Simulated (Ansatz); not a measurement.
CsPbI$_{3}$ (cubic perovskite, Pm-3m) under volume change, plane-wave PAW LDA (Ansatz code), scaled uniformly.

```tsv
V (Å³/atom)	E − E(relaxed) (meV/atom)	P (GPa)
41.963	28.6	2.41
43.346	11.9	1.46
44.730	2.8	0.67
46.113	0.0	0.00
47.496	2.5	-0.56
48.880	9.4	-1.03
50.263	20.1	-1.43
```

Question: What does a third-order Birch–Murnaghan fit give for V₀, B₀ and B′?

Answer: V₀ = 46.12 Å³/atom, B₀ = 20.4 GPa, B′ = 4.7.

This is a known high-temperature phase of the composition, computed here at zero pressure and temperature. The cell was relaxed with LDA under the symmetry of its start; of distortions, only those at the zone centre were tested, and some modes there are weakly imaginary. Scalar-relativistic: spin–orbit coupling is off unless named, which matters more the heavier the elements.

Potentials: the later of the program's two PAW sets.
